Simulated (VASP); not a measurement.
# ZnS (P3m1) in VASP: further runs

The runs below take ZnS through single point, with PBE.

Program: VASP 6.6.1. These are calculated values, not measurements. Logs are shortened: lines on timing, memory, paths and dates and some standing lists are left out, and cuts for length are marked.

### 1 Starting point

It takes space group P3m1 (No. 156, trigonal). Conventional cell: a = 3.848 Å, b = 3.848 Å, c = 25.164 Å, α = 90.00°, β = 90.00°, γ = 120.00°. Zn (site symmetry 3m) has 4 S at 2.36 Å as nearest neighbours. Zn (site symmetry 3m) has 4 S at 2.36 Å as nearest neighbours. Around Zn (site symmetry 3m) lie 4 S at 2.36 Å. Zn (site symmetry 3m) is surrounded by 4 S at 2.36 Å. Around Zn (site symmetry 3m) lie 4 S at 2.36 Å. Zn (site symmetry 3m) has 4 S at 2.36 Å as nearest neighbours. Around Zn (site symmetry 3m) lie 4 S at 2.36 Å. Zn (site symmetry 3m) has 4 S at 2.36 Å as nearest neighbours.

Measurements of this composition are mostly on another form, of space group No. 216.

### 2 Single point, PBE

File INCAR:

```
SYSTEM = ZnS
  ALGO = Fast
  EDIFF = 1E-6
  ENCUT = 520
  GGA = PE
  ISIF = 2
  ISMEAR = 0
  LASPH = .TRUE.
  LCHARG = .FALSE.
  LREAL = Auto
  LWAVE = .FALSE.
  NBANDS = 86
  NELM = 100
  PREC = Accurate
  SIGMA = 0.02
```

File KPOINTS:

```
k-points
0
G
  9 9 2
  0 0 0
```

File POSCAR:

```
ZnS
1.0
    3.8480667447      0.0000000000      0.0000000000
   -1.9240333724      3.3325235564      0.0000000000
    0.0000000000      0.0000000000     25.1641273726
Zn S
8 8
Direct
    0.3333333333      0.6666666667      0.1251575805
    0.0000000000      0.0000000000      0.0002629988
    0.6666666667      0.3333333333      0.6248324128
    0.6666666667      0.3333333333      0.8751883799
    0.0000000000      0.0000000000      0.7499146680
    0.3333333333      0.6666666667      0.4999181651
    0.0000000000      0.0000000000      0.3749978192
    0.6666666667      0.3333333333      0.2500776406
    0.6666666667      0.3333333333      0.3437595424
    0.6666666667      0.3333333333      0.7185047822
    0.3333333333      0.6666666667      0.2188391397
    0.0000000000      0.0000000000      0.8437460590
    0.6666666667      0.3333333333      0.9690014796
    0.0000000000      0.0000000000      0.0939209455
    0.3333333333      0.6666666667      0.5935995606
    0.0000000000      0.0000000000      0.4686798261
```

Potentials or basis: VASP PAW PBE potentials, release 64 (Zn, S).

Run with:

```console
cat potpaw_PBE.64/Zn/POTCAR potpaw_PBE.64/S/POTCAR > POTCAR
mpirun -np 1 vasp_std > vasp.out
```

OUTCAR:

```text
SYSTEM = ZnS
   EDIFF = 1E-6
   ENCUT = 520
   GGA = PE
   ISIF = 2
   ISMEAR = 0
   LASPH = .TRUE.
   LREAL = Auto
   NELM = 100
   PREC = Accurate

 ion  position               nearest neighbor table
   1  0.333  0.667  0.125-  14 2.36  14 2.36  14 2.36  11 2.36
   2  0.000  0.000  0.000-  14 2.36  13 2.36  13 2.36  13 2.36
   3  0.667  0.333  0.625-  15 2.36  15 2.36  15 2.36  10 2.36
   4  0.667  0.333  0.875-  12 2.36  12 2.36  12 2.36  13 2.36
   5  0.000  0.000  0.750-  10 2.36  10 2.36  10 2.36  12 2.36
   6  0.333  0.667  0.500-  16 2.36  16 2.36  16 2.36  15 2.36
[... 8 lines left out ...]
  15  0.333  0.667  0.594-   3 2.36   3 2.36   3 2.36   6 2.36
  16  0.000  0.000  0.469-   6 2.36   6 2.36   6 2.36   7 2.36

  LATTYP: Found a hexagonal cell.
 ALAT       =     3.8480667447
 C/A-ratio  =     6.5394207123

  Lattice vectors:

 A1 = (   3.8480667447,   0.0000000000,   0.0000000000)
 A2 = (  -1.9240333724,   3.3325235564,   0.0000000000)
 A3 = (   0.0000000000,   0.0000000000,  25.1641273726)

Analysis of symmetry for initial positions (statically):
=====================================================================
 Subroutine PRICEL returns:
 Original cell was already a primitive cell.

 Routine SETGRP: Setting up the symmetry group for a
 hexagonal supercell.

 Subroutine GETGRP returns: Found  6 space group operations
 (whereof  6 operations were pure point group operations)
 out of a pool of 24 trial point group operations.

The static configuration has the point symmetry C_3v.

Analysis of symmetry for dynamics (positions and initial velocities):
=====================================================================
 Subroutine PRICEL returns:
 Original cell was already a primitive cell.

 Routine SETGRP: Setting up the symmetry group for a
 hexagonal supercell.

 Subroutine GETGRP returns: Found  6 space group operations
 (whereof  6 operations were pure point group operations)
 out of a pool of 24 trial point group operations.

The dynamic configuration has the point symmetry C_3v.

 Subroutine INISYM returns: Found  6 space group operations
 (whereof  6 operations are pure point group operations),
 and found     1 'primitive' translations

----------------------------------------------------------------------------------------

                                     Primitive cell

  volume of cell :     322.6991

  direct lattice vectors                    reciprocal lattice vectors
     3.848066745  0.000000000  0.000000000     0.259870752  0.150036449  0.000000000
    -1.924033372  3.332523556  0.000000000     0.000000000  0.300072898  0.000000000
     0.000000000  0.000000000 25.164127373     0.000000000  0.000000000  0.039739109

  length of vectors
     3.848066745  3.848066745 25.164127373     0.300072898  0.300072898  0.039739109

  position of ions in fractional coordinates (direct lattice)
     0.333333333  0.666666667  0.125157581
     0.000000000  0.000000000  0.000262999
     0.666666667  0.333333333  0.624832413
     0.666666667  0.333333333  0.875188380
     0.000000000  0.000000000  0.749914668
     0.333333333  0.666666667  0.499918165
[... 8 lines left out ...]
     0.333333333  0.666666667  0.593599561
     0.000000000  0.000000000  0.468679826

  ion indices of the primitive-cell ions
   primitive index   ion index
                 1           1
                 2           2
                 3           3
                 4           4
                 5           5
                 6           6
[... 8 lines left out ...]
                15          15
                16          16

----------------------------------------------------------------------------------------

 KPOINTS: k-points

Automatic generation of k-mesh.
 Grid dimensions read from file:
 generate k-points for:    9    9    2

 Generating k-lattice:

  Cartesian coordinates                     Fractional coordinates (reciprocal lattice)
     0.028874528  0.016670717  0.000000000     0.111111111  0.000000000  0.000000000
     0.000000000  0.033341433  0.000000000     0.000000000  0.111111111  0.000000000
     0.000000000  0.000000000  0.019869554     0.000000000  0.000000000  0.500000000

  Length of vectors
     0.033341433  0.033341433  0.019869554

  Shift w.r.t. Gamma in fractional coordinates (k-lattice)
     0.000000000  0.000000000  0.000000000

 Subroutine IBZKPT returns following result:
 ===========================================

 Found     24 irreducible k-points:

 Following reciprocal coordinates:
            Coordinates               Weight
  0.000000  0.000000  0.000000      1.000000
  0.111111 -0.000000  0.000000      6.000000
  0.222222 -0.000000  0.000000      6.000000
  0.333333 -0.000000  0.000000      6.000000
  0.444444 -0.000000  0.000000      6.000000
  0.111111  0.111111  0.000000      6.000000
[... 16 lines left out ...]
  0.333333  0.222222  0.500000     12.000000
  0.333333  0.333333  0.500000      2.000000
   k-points           NKPTS =     24   k-points in BZ     NKDIM =     24   number of bands    NBANDS=     86
   number of dos      NEDOS =    301   number of ions     NIONS =     16
   total plane-waves  NPLWV = 172800
   dimension x,y,z NGX =    30 NGY =   30 NGZ =  192
   dimension x,y,z NGXF=    60 NGYF=   60 NGZF=  384
   ions per type =               8   8
   NGX,Y,Z   is equivalent  to a cutoff of  12.96, 12.96, 12.68 a.u.
   NGXF,Y,Z  is equivalent  to a cutoff of  25.92, 25.92, 25.37 a.u.
 SYSTEM =  ZnS
   PREC   = accura    normal or accurate (medium, high low for compatibility)
   ISTART =      0    job   : 0-new  1-cont  2-samecut
   ICHARG =      2    charge: 1-file 2-atom 10-const
   ISPIN  =      1    spin polarized calculation?
   LNONCOLLINEAR =      F non collinear calculations
   LSORBIT =      F    spin-orbit coupling
   LASPH  =      T    aspherical Exc in radial PAW
   ENCUT  =  520.0 eV  38.22 Ry    6.18 a.u.   7.15  7.15 46.79*2*pi/ulx,y,z
   NELM   =    100;   NELMIN=  2; NELMDL= -5     # of ELM steps
   EDIFF  = 0.1E-05   stopping-criterion for ELM
   LREAL  =      T    real-space projection
   EDIFFG = 0.1E-04   stopping-criterion for IOM
   NSW    =      0    number of steps for IOM
   IBRION =     -1    ionic relax: 0-MD 1-quasi-New 2-CG
   NFREE  =      0    steps in history (QN), initial steepest desc. (CG)
   ISIF   =      2    stress and relaxation
   ISYM   =      2    0-nonsym 1-usesym 2-fastsym
   POTIM  = 0.5000    time-step for ionic-motion
   TEBEG  =    0.0;   TEEND  =   0.0 temperature during run
   PSTRESS=    0.0 pullay stress
   NELECT =     144.0000    total number of electrons
   NUPDOWN=      -1.0000    fix difference up-down
   EMIN   =  10.00;   EMAX   =-10.00  energy-range for DOS
   EFERMI =   0.00;   METHOD = LEGACY
   ISMEAR =     0;   SIGMA  =   0.02  broadening in eV -4-tet -1-fermi 0-gaus
   EFERMI_NEDOS =   21; number of points for ismear=-14 and -15
   IALGO  =     68    algorithm
   IMIX   =      4    mixing-type and parameters
     AMIX     =   0.40;   BMIX     =  1.00
     AMIX_MAG =   1.60;   BMIX_MAG =  1.00
  volume/ion in A,a.u.               =      20.17       136.11
  Fermi-wavevector in a.u.,A,eV,Ry     =   1.251017  2.364079 21.293699  1.565043
  Thomas-Fermi vector in A             =   2.384984
   LORBIT       =      0    0 simple, 1 ext, 2 COOP (PROOUT), +10 PAW based schemes
   GGA     = PE    functional components
   LHFCALC =     F    Hartree Fock is set to
   AEXX    =    0.0000 exact exchange contribution
   IVDW    =     0    specifies the selected vdW correction
   LEPSILON=     F    determine dielectric tensor
   LRPA    =     F    only Hartree local field effects (RPA)
 non-spin polarized calculation
 RMM-DIIS sequential band-by-band and
 Gauss-broadening in eV      SIGMA  =   0.02
  energy-cutoff  :      520.00
  volume of cell :      322.70
 maximum number of plane-waves:      8751
 NGX is ok and might be reduce to    30
   NGX = 15   NGY = 15   NGZ = 93

 number of electron     144.0000084 magnetization

 Free energy of the ion-electron system (eV)
  ---------------------------------------------------
  ext. energy  EPLUGINS =         0.00000000
  ---------------------------------------------------
  free energy    TOTEN  =       -54.81514063 eV

  energy without entropy =      -54.81514063  energy(sigma->0) =      -54.81514063

 E-fermi :   2.0220     XC(G=0):  -9.5247

 val. band max:        1.9074699350   @ k =   0.0000   0.0000   0.0000
 cond. band min:       3.9400846621   @ k =   0.0000   0.0000   0.0000
 fundamental gap:      2.0326147271
 Fermi energy:         2.0220068842

 k-point     1 :       0.0000    0.0000    0.0000
  band No.  band energies     occupation
      1     -11.0885      2.00000
      2     -10.9779      2.00000
      3     -10.9729      2.00000
      4     -10.6826      2.00000
      5     -10.6824      2.00000
      6     -10.3545      2.00000
[... 76 lines left out ...]
     83       8.2868      0.00000
     84       8.3746      0.00000

 k-point     2 :       0.1111   -0.0000    0.0000
  band No.  band energies     occupation
      1     -11.0088      2.00000
      2     -10.9019      2.00000
      3     -10.8968      2.00000
      4     -10.6179      2.00000
      5     -10.6160      2.00000
      6     -10.3032      2.00000
[... 1903 lines left out ...]
     83       7.7284      0.00000
     84       7.8799      0.00000

 k-point    24 :       0.3333    0.3333    0.5000
  band No.  band energies     occupation
      1      -9.9861      2.00000
      2      -9.9860      2.00000
      3      -9.9830      2.00000
      4      -9.9797      2.00000
      5      -9.9764      2.00000
      6      -9.9748      2.00000
[... 76 lines left out ...]
     83       8.1412      0.00000
     84       8.1545      0.00000
 [bands above 84 left out]

------------------------ aborting loop because EDIFF is reached ----------------------------------------

  FORCE on cell =-STRESS in cart. coord.  units (eV):
  Direction    XX          YY          ZZ          XY          YZ          ZX
  --------------------------------------------------------------------------------------
  -------------------------------------------------------------------------------------
  Total        0.4868119      0.4868119      0.5004777     -0.0000000      0.0000000      0.0000000
  in kB        2.4169857      2.4169857      2.4848355     -0.0000000      0.0000000      0.0000000
  external PRESSURE =       2.4396023 kB  Pullay stress =       0.0000000 kB

 VOLUME and BASIS-vectors are now :
 -----------------------------------------------------------------------------
  energy-cutoff  :      520.00
  volume of cell :      322.70
      direct lattice vectors                 reciprocal lattice vectors
     3.848066745  0.000000000  0.000000000     0.259870752  0.150036449  0.000000000
    -1.924033372  3.332523556  0.000000000     0.000000000  0.300072898  0.000000000
     0.000000000  0.000000000 25.164127373     0.000000000  0.000000000  0.039739109

 POSITION                                       TOTAL-FORCE (eV/Angst)
 -----------------------------------------------------------------------------------
     -0.00000      2.22168      3.14948        -0.000000      0.000000     -0.000160
      0.00000      0.00000      0.00662         0.000000      0.000000     -0.000595
      1.92403      1.11084     15.72336        -0.000000      0.000000     -0.001044
      1.92403      1.11084     22.02335         0.000000      0.000000      0.000230
      0.00000      0.00000     18.87095        -0.000000      0.000000     -0.001342
     -0.00000      2.22168     12.58000         0.000000     -0.000000     -0.000967
[... 8 lines left out ...]
     -0.00000      2.22168     14.93741        -0.000000      0.000000     -0.000672
      0.00000      0.00000     11.79392         0.000000     -0.000000     -0.000851
 -----------------------------------------------------------------------------------
    total drift:                               -0.000001     -0.000001      0.001635

  FREE ENERGIE OF THE ION-ELECTRON SYSTEM (eV)
  ---------------------------------------------------
  free  energy   TOTEN  =       -54.8151406252 eV

  energy  without entropy=      -54.8151406252  energy(sigma->0) =      -54.81514063
```

Run time: 13 min. Hardware: 1 thread of Intel Xeon 6975P-C (Granite Rapids), shared host; peak memory 0.65 GiB.

Results:

- Free energy: -54.8151 eV
- Pressure: 0.2 GPa
- Largest force: 0.003 eV/Å
- Band gap on the k mesh: 2.03 eV, direct

Forces in eV/Å, atoms in the order of the input:
```
Zn   0.000  0.000  0.000
Zn   0.000  0.000 -0.001
Zn   0.000  0.000 -0.001
Zn   0.000  0.000  0.000
Zn   0.000  0.000 -0.001
Zn   0.000  0.000 -0.001
Zn   0.000  0.000 -0.001
Zn   0.000  0.000  0.000
S    0.000  0.000  0.000
S    0.000  0.000 -0.001
S    0.000  0.000  0.001
S    0.000  0.000  0.001
S    0.000  0.000  0.001
S    0.000  0.000  0.003
S    0.000  0.000 -0.001
S    0.000  0.000 -0.001
```

Levels at points of the mesh, in eV from the valence-band top:
```
           k point  band 68  band 69  band 70  band 71  band 72  band 73  band 74  band 75  band 76  band 77
(0.00, 0.00, 0.00)    -0.14    -0.14    -0.02     0.00     0.00     2.03     2.85     2.90     3.17     3.31
(0.00, 0.00, 0.50)    -0.29    -0.04    -0.04    -0.03    -0.03     2.31     2.36     3.17     3.26     3.29
```

Caveat: an odd mesh through Γ misses points on the zone boundary, where band edges often lie.

[end of part 1 of 2]
